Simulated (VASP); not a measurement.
An input for Quantum ESPRESSO's pw.x (written as the equivalent of a VASP run, and not itself run):

```
&CONTROL
  calculation = 'scf'
  pseudo_dir = './pseudo'
  outdir = './out'
  tprnfor = .true.
  tstress = .true.
/
&SYSTEM
  ibrav = 0
  nat = 2
  ntyp = 2
  ecutwfc = 80
  occupations = 'smearing'
  smearing = 'gaussian'
  degauss = 0.003675
  input_dft = 'pbe'
/
&ELECTRONS
  conv_thr = 7.3e-09
  electron_maxstep = 100
/
ATOMIC_SPECIES
  Al 26.982 Al.upf
  Sb 121.760 Sb.upf
CELL_PARAMETERS angstrom
     0.0000000    3.0523891    3.0523891
     3.0523891    0.0000000    3.0523891
     3.0523891    3.0523891    0.0000000
ATOMIC_POSITIONS crystal
  Al   0.0000000  0.0000000  0.0000000
  Sb   0.2500000  0.2500000  0.2500000
K_POINTS automatic
  7 7 7 0 0 0
```

Problem. Write the VASP files for the same calculation (PBE).

Solution. Several could match; the one computed here: 
### KPOINTS
```
kpoints
0
gamma
 7 7 7
```

INCAR:
```
! general
SYSTEM  = AlSb
PREC    = Accurate
ENCUT   = 520
LREAL   = .False.
LASPH   = .True.

! electronic loop
EDIFF   = 1E-7
NELM    = 100
ALGO    = Normal
LMAXMIX = 4

! smearing
ISMEAR  = 0
SIGMA   = 0.05

! functional
GGA     = PE

! ions
ISIF    = 2

! output
LWAVE   = .False.
LCHARG  = .False.
```

File POSCAR:
```
AlSb
1
    0.0000000000     3.0523891496     3.0523891496
    3.0523891496     0.0000000000     3.0523891496
    3.0523891496     3.0523891496     0.0000000000
Al Sb
1 1
Direct
  0.0000000000   0.0000000000   0.0000000000
  0.2500000000   0.2500000000   0.2500000000
```

POTCAR, in this order: Al Sb (PBE.64 set). Program: vasp_std.

What does not carry over: the potentials are each code's own (VASP's PAW set, PseudoDojo norm-conserving files in pw.x), so ENCUT and ecutwfc are chosen apart and not converted; conv_thr bounds pw.x's estimated SCF error, while EDIFF bounds the energy change between steps.

The compound is AlSb in the zinc blende structure. This cell is one point of a volume scan, at 0.94 of the reference volume.
